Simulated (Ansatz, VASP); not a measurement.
**SiO2 (Stishovite): VASP beside Ansatz**

```
Si O
1.0
     4.14291    0.00000    0.00000
     0.00000    4.14291    0.00000
     0.00000    0.00000    2.64188
Si O
2 4
Direct
  0.00000 0.00000 0.00000
  0.50000 0.50000 0.50000
  0.30610 0.30610 0.00000
  0.19390 0.80610 0.50000
  0.69390 0.69390 0.00000
  0.80610 0.19390 0.50000
```

Alike in both runs: task single point; functional r2SCAN; k mesh 6 × 6 × 8; no spin polarisation.

|  | VASP | Ansatz |
| --- | --- | --- |
| version | VASP 6.6.1 | Ansatz 0.2.0 |
| potentials or method | VASP PAW PBE potentials, release 64 (Si, O) | plane waves, PAW |
| plane-wave cutoff (eV) | 520 | 500 |
| occupations | gaussian, width 0.01 eV | fixed |
| valence electrons in the cell | 32 | 32 |

|  | VASP | Ansatz | Ansatz less VASP |
| --- | --- | --- | --- |
| gap on the k mesh at the Fermi level (eV) | 7.09 | 7.09 | 0.000 |
| pressure (GPa) | 11.4 | 10.9 | -0.47 |
| largest component of the traceless stress (GPa) | 2.19 | 1.53 | -0.657 |
| rms of the force components (eV/Å) | 0.115 | 0.104 | -0.0113 |

Atom by atom the forces differ by 0.011 eV/Å (rms over components).

Caveats: the PAW data sets were made with another functional, which shifts forces and pressure a little (VASP). r2SCAN opens gaps a little over a GGA but as a rule still falls short of measured ones. A k mesh can miss the band edges.
